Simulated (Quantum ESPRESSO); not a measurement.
**Magnetic state of MnS (Browneite) from several starts**

Aim: find out which collinear order of MnS (Browneite) costs least.

Program: Quantum ESPRESSO 7.5. Level of theory: PBE with U = 4 eV on Mn d (ortho-atomic projectors); plane waves with GBRV 1.5 PBE potentials, no spin-orbit coupling. Results are calculated unless marked as measured.

## 1. Starting point

Symmetry: F-43m, No. 216, cubic system. Conventional cell: a = 5.600 Å, b = 5.600 Å, c = 5.600 Å, α = 90.00°, β = 90.00°, γ = 90.00°. Nearest to Mn lie 4 S at 2.42 Å. S has 4 Mn at 2.42 Å nearest. Farther neighbours and most contacts between anions are not listed.

As a file:

```cif
data_structure
_symmetry_space_group_name_H-M 'P 1'
_symmetry_Int_Tables_number 1
_cell_length_a 3.9598
_cell_length_b 3.9598
_cell_length_c 3.9598
_cell_angle_alpha 60.000
_cell_angle_beta 60.000
_cell_angle_gamma 60.000
_cell_volume 43.90
loop_
_atom_site_label
_atom_site_type_symbol
_atom_site_fract_x
_atom_site_fract_y
_atom_site_fract_z
_atom_site_occupancy
Mn1 Mn 0.00000 0.00000 0.00000 1
S2 S 0.25000 0.25000 0.25000 1
```

The cell comes from the Crystallography Open Database.

## 2. Start 1: ferro +

The signs are those of the starting moments on the seeded atoms, the atoms that are given a moment.

Input file pw.in:

```
&CONTROL
  calculation = 'scf'
  prefix = 'pwscf'
  outdir = './tmp'
  pseudo_dir = './pseudo'
  disk_io = 'nowf'
/
&SYSTEM
  ibrav = 0
  celldm(1) = 8
  nat = 2
  ntyp = 2
  ecutwfc = 40
  ecutrho = 280
  nbnd = 19
  occupations = 'smearing'
  smearing = 'fd'
  degauss = 0.00146997
  nspin = 2
  starting_magnetization(1) = 0.3
  starting_magnetization(2) = 0
/
&ELECTRONS
  conv_thr = 4d-09
  electron_maxstep = 150
  mixing_beta = 0.3
/
ATOMIC_SPECIES
Mn     54.9380 mn_pbe_v1.5.uspp.F.UPF
S      32.0600 s_pbe_v1.4.uspp.F.UPF
CELL_PARAMETERS alat
   0.0000000000000    0.6614041436190    0.6614041436190
   0.6614041436190    0.0000000000000    0.6614041436190
   0.6614041436190    0.6614041436190    0.0000000000000
ATOMIC_POSITIONS crystal
Mn      0.0000000000    0.0000000000    0.0000000000
S       0.2500000000    0.2500000000    0.2500000000
K_POINTS automatic
10 10 10 0 0 0
HUBBARD {ortho-atomic}
U Mn-3d 4.0000
```

Launch:

```
$ OMP_NUM_THREADS=1 mpirun -n 2 pw.x -nk 2 -in pw.in > pw.out
```

Log:

```text
Program PWSCF v.7.5 starts

     Message from routine setup:
     using ibrav=0 with symmetry is DISCOURAGED, use correct ibrav instead

     K-points division:     npool     =       2
     Subspace diagonalization in iterative solution of the eigenvalue problem:

     G-vector sticks info
     --------------------
     sticks:   dense  smooth     PW     G-vecs:    dense   smooth      PW
     Sum        1069     613    199                23409    10081    1807

     Using Slab Decomposition

     bravais-lattice index     =            0
     lattice parameter (alat)  =       8.0000  a.u.
     unit-cell volume          =     296.2789 (a.u.)^3
     number of atoms/cell      =            2
     number of atomic types    =            2
     number of electrons       =        21.00
     number of Kohn-Sham states=           19
     kinetic-energy cutoff     =      40.0000  Ry
     charge density cutoff     =     280.0000  Ry
     scf convergence threshold =      4.0E-09
     mixing beta               =       0.3000
     number of iterations used =            8  plain     mixing
     Exchange-correlation=  SLA  PW   PBX  PBC
                           (   1   4   3   4   0   0   0)
     Hubbard projectors: ortho-atomic
     Hubbard parameters of DFT+U (Dudarev formulation) in eV:
     U(Mn-3d) =  4.0000

     Internal variables: lda_plus_u =T, lda_plus_u_kind = 0

     Internal variables: orbital_resolved =F, hub_pot_fix =F, apply_U = F

     celldm(1)=   8.000000  celldm(2)=   0.000000  celldm(3)=   0.000000
     celldm(4)=   0.000000  celldm(5)=   0.000000  celldm(6)=   0.000000

     crystal axes: (cart. coord. in units of alat)
               a(1) = (   0.000000   0.661404   0.661404 )
               a(2) = (   0.661404   0.000000   0.661404 )
               a(3) = (   0.661404   0.661404   0.000000 )

     reciprocal axes: (cart. coord. in units 2 pi/alat)
               b(1) = ( -0.755967  0.755967  0.755967 )
               b(2) = (  0.755967 -0.755967  0.755967 )
               b(3) = (  0.755967  0.755967 -0.755967 )

     PseudoPot. # 1 for Mn read from file:
     mn_pbe_v1.5.uspp.F.UPF
     Pseudo is Ultrasoft + core correction, Zval = 15.0
     Generated by new atomic code, or converted to UPF format
     Using radial grid of  859 points,  6 beta functions with:
                l(1) =   0
                l(2) =   0
                l(3) =   1
                l(4) =   1
                l(5) =   2
                l(6) =   2
     Q(r) pseudized with  8 coefficients,  rinner =    0.950   0.950   0.950
                                                       0.950   0.950

     PseudoPot. # 2 for S  read from file:
     s_pbe_v1.4.uspp.F.UPF
     Pseudo is Ultrasoft + core correction, Zval =  6.0
     Generated by new atomic code, or converted to UPF format
     Using radial grid of  907 points,  6 beta functions with:
                l(1) =   0
                l(2) =   0
                l(3) =   1
                l(4) =   1
                l(5) =   2
                l(6) =   2
     Q(r) pseudized with  8 coefficients,  rinner =    1.300   1.300   1.300
                                                       1.300   1.300

     atomic species   valence    mass     pseudopotential
     Mn               15.00    54.93800     Mn( 1.00)
     S                 6.00    32.06000     S ( 1.00)

     Starting magnetic structure
     atomic species   magnetization
     Mn              0.300
     S               0.000

     24 Sym. Ops. (no inversion) found

   Cartesian axes

     site n.     atom                  positions (alat units)
         1        Mn     tau(   1) = (   0.0000000   0.0000000   0.0000000  )
         2        S      tau(   2) = (   0.3307021   0.3307021   0.3307021  )

     number of k points=    47  Fermi-Dirac smearing, width (Ry)=  0.0015
                       cart. coord. in units 2pi/alat
        k(    1) = (   0.0000000   0.0000000   0.0000000), wk =   0.0010000
        k(    2) = (   0.0755967   0.0755967  -0.0755967), wk =   0.0080000
        k(    3) = (   0.1511935   0.1511935  -0.1511935), wk =   0.0080000
        k(    4) = (   0.2267902   0.2267902  -0.2267902), wk =   0.0080000
        k(    5) = (   0.3023870   0.3023870  -0.3023870), wk =   0.0080000
        [... 42 further k-points ...]

     Dense  grid:    23409 G-vectors     FFT dimensions: (  40,  40,  40)

     Smooth grid:    10081 G-vectors     FFT dimensions: (  32,  32,  32)

     Check: negative core charge=   -0.000032
     Generating pointlists ...
     new r_m :   0.2363 (alat units)  1.8902 (a.u.) for type    1
     new r_m :   0.2363 (alat units)  1.8902 (a.u.) for type    2

     Initial potential from superposition of free atoms

     starting charge      20.4999, renormalised to      21.0000

     STARTING HUBBARD OCCUPATIONS:

     =================== HUBBARD OCCUPATIONS ===================
     ------------------------ ATOM    1 ------------------------
     Tr[ns(  1)] (up, down, total) =   5.00000  0.00000  5.00000
     Atomic magnetic moment for atom   1 =   5.00000
     [... lines left out ...]
     Number of occupied Hubbard levels =    5.0000

     Atomic wfc used for Hubbard projectors are orthogonalized

     Starting wfcs are   17 randomized atomic wfcs +    2 random wfcs

     Self-consistent Calculation

     iteration #  1     ecut=    40.00 Ry     beta= 0.30
     Davidson diagonalization with overlap
     ethr =  1.00E-02,  avg # of iterations =  6.6

     =================== HUBBARD OCCUPATIONS ===================
     ------------------------ ATOM    1 ------------------------
     Tr[ns(  1)] (up, down, total) =   4.83260  0.14032  4.97291
     Atomic magnetic moment for atom   1 =   4.69228
     [... lines left out ...]
     Number of occupied Hubbard levels =    4.9729

     total energy              =    -235.22838447 Ry
     estimated scf accuracy    <       0.51734023 Ry

     total magnetization       =     5.00 Bohr mag/cell
     absolute magnetization    =     5.00 Bohr mag/cell

     iteration #  2     ecut=    40.00 Ry     beta= 0.30
     Davidson diagonalization with overlap
     ethr =  2.46E-03,  avg # of iterations =  1.6

     total energy              =    -235.31900898 Ry
     estimated scf accuracy    <       0.02393117 Ry

     total magnetization       =     5.00 Bohr mag/cell
     absolute magnetization    =     5.00 Bohr mag/cell

     iteration #  3     ecut=    40.00 Ry     beta= 0.30
     Davidson diagonalization with overlap
     ethr =  1.14E-04,  avg # of iterations =  4.2

     negative rho (up, down):  0.000E+00 5.358E-04

     total energy              =    -235.32703145 Ry
     estimated scf accuracy    <       0.00985787 Ry

     total magnetization       =     5.00 Bohr mag/cell
     absolute magnetization    =     5.00 Bohr mag/cell

     [... further iterations left out ...]

     iteration #  7     ecut=    40.00 Ry     beta= 0.30
     Davidson diagonalization with overlap
     ethr =  9.85E-08,  avg # of iterations =  2.3

     negative rho (up, down):  0.000E+00 5.961E-04

     total energy              =    -235.32789350 Ry
     estimated scf accuracy    <       0.00002055 Ry

     total magnetization       =     5.00 Bohr mag/cell
     absolute magnetization    =     5.00 Bohr mag/cell

     iteration #  8     ecut=    40.00 Ry     beta= 0.30
     Davidson diagonalization with overlap
     ethr =  9.78E-08,  avg # of iterations =  2.0

     negative rho (up, down):  0.000E+00 5.963E-04

     total energy              =    -235.32789798 Ry
     estimated scf accuracy    <       0.00000014 Ry

     total magnetization       =     5.00 Bohr mag/cell
     absolute magnetization    =     5.00 Bohr mag/cell

     iteration #  9     ecut=    40.00 Ry     beta= 0.30
     Davidson diagonalization with overlap
     ethr =  6.70E-10,  avg # of iterations =  3.7

     negative rho (up, down):  0.000E+00 5.958E-04

     total energy              =    -235.32789815 Ry
     estimated scf accuracy    <       0.00000006 Ry

     total magnetization       =     5.00 Bohr mag/cell
     absolute magnetization    =     5.00 Bohr mag/cell

     iteration # 10     ecut=    40.00 Ry     beta= 0.30
     Davidson diagonalization with overlap
     ethr =  2.69E-10,  avg # of iterations =  2.0

     negative rho (up, down):  0.000E+00 5.955E-04

     Magnetic moment per site  (integrated on atomic sphere of radius R)
     atom   1 (R=0.236)  charge= 12.9056  magn=  4.3638
     atom   2 (R=0.236)  charge=  4.2534  magn=  0.0485

     End of self-consistent calculation

     =================== HUBBARD OCCUPATIONS ===================
     ------------------------ ATOM    1 ------------------------
     Tr[ns(  1)] (up, down, total) =   4.95749  0.26084  5.21833
     Atomic magnetic moment for atom   1 =   4.69665
     [... lines left out ...]
     Number of occupied Hubbard levels =    5.2183

     [... lines left out ...]
     the Fermi energy is     7.8461 ev

!    total energy              =    -235.32789821 Ry
     estimated scf accuracy    <          1.3E-09 Ry
     smearing contrib. (-TS)   =      -0.00000000 Ry
     internal energy E=F+TS    =    -235.32789821 Ry

     The total energy is F=E-TS. E is the sum of the following terms:
     one-electron contribution =    -157.74941329 Ry
     hartree contribution      =      84.32472460 Ry
     xc contribution           =     -35.22649368 Ry
     ewald contribution        =    -126.71880431 Ry
     Hubbard energy            =       0.04208847 Ry

     total magnetization       =     5.00 Bohr mag/cell
     absolute magnetization    =     5.00 Bohr mag/cell

     convergence has been achieved in  10 iterations

=------------------------------------------------------------------------------=
   JOB DONE.
=------------------------------------------------------------------------------=
```

The job ended after 19 s (2 MPI ranks of Arm Neoverse V1, shared host; peak memory 0.24 GiB).

Spin moment in the atom's sphere by atom:

```tsv
atom	spin moment in the atom's sphere (μB)
Mn1	4.36
S2	0.05
```

Read from the output:

| Quantity | Value |
| --- | --- |
| smearing term TS | 1.95e-16 eV |
| magnetization | 5 μB |
| absolute magnetization | 5 μB |
| final state | ferromagnetic |

Spin density in the ac plane of a cell with a along [110], b along [-110] and c along [001] of the cube at fractional y = 0.000, with atoms of Mn and S within 0.2 Å of it.

Values in e/Å³, 8 rows by 16 columns, each cell a mean:
```
3.0 0.5 0.0 0.0 0.0 0.0 0.2 2.1 3.0 0.5 0.0 0.0 0.0 0.0 0.2 2.1
0.1 0.0 0.0 0.0 0.0 0.0 0.0 0.1 0.1 0.0 0.0 0.0 0.0 0.0 0.0 0.1
0.0 0.0 0.0 0.0 0.0 0.0 0.0 0.0 0.0 0.0 0.0 0.0 0.0 0.0 0.0 0.0
0.0 0.0 0.0 0.0 0.0 0.0 0.0 0.0 0.0 0.0 0.0 0.0 0.0 0.0 0.0 0.0
0.0 0.0 0.0 0.0 0.0 0.0 0.0 0.0 0.0 0.0 0.0 0.0 0.0 0.0 0.0 0.0
0.0 0.0 0.0 0.0 0.0 0.0 0.0 0.0 0.0 0.0 0.0 0.0 0.0 0.0 0.0 0.0
0.3 0.1 0.0 0.0 0.0 0.0 0.1 0.2 0.3 0.1 0.0 0.0 0.0 0.0 0.1 0.2
4.2 0.8 0.1 0.0 0.0 0.0 0.4 3.0 4.2 0.8 0.1 0.0 0.0 0.0 0.4 3.0
```
Columns run along a (7.9 Å), rows up along c (5.6 Å), edges of the conventional cell, whose origin can differ from the input's. Atoms in or near the plane, at fractional coordinates: Mn at (0.50, 0.00), Mn at (0.00, 0.00), S at (0.75, 0.75), S at (0.25, 0.75).

Valence density in the ac plane of a cell with a along [110], b along [-110] and c along [001] of the cube at fractional y = 0.000, with atoms of Mn and S within 0.2 Å of it. It is the smooth field of the valence electrons, not physical close to the nuclei.

Ten steps, logarithmic in the rise over the least value, from '_' (0 e/Å³) to '@' (16 e/Å³), each cell a mean:
```
@@%%--::::::::::::**@@@@%%--::::::::::::**@@
**==::----====--::--****==::----====--::--**
::::::--==--====--::::::::::--==--====--::::
__..::======--==--....__..::======--==--....
____::--==--====::..______::--==--====::..__
____..::--==----..________..::--==----..____
______..::::::..____________..::::::..______
__________....__________________....________
____________________________________________
____________________________________________
____________________________________________
....________________......________________..
--::..____________::----::..____________::--
%%**::..________..==%%%%**::..________..==%%
@@%%==..........::**@@@@%%==..........::**@@
```
Columns run along a (7.9 Å), rows up along c (5.6 Å), edges of the conventional cell, whose origin can differ from the input's. Atoms in or near the plane, at fractional coordinates: Mn at (0.50, 0.00), Mn at (0.00, 0.00), S at (0.75, 0.75), S at (0.25, 0.75).

(Continued in part 2 of 2.)

[Logs and program files are shortened in this print: banners, set-up blocks, solver, clock and traceback lines can be left out without a mark of their own.]

[Logs are printed without paths, hosts, clocks, repeated set-up lines and the standing remarks that a program may print on its own settings, such as how far it seeks lower states.]

[Hosts, paths, dates, database ids (printed as entryN), source tags and the programs' standing remarks are cut or masked in the printed files.]

[Where a cell is said to come from a database of computed structures, the database is the Materials Project.]
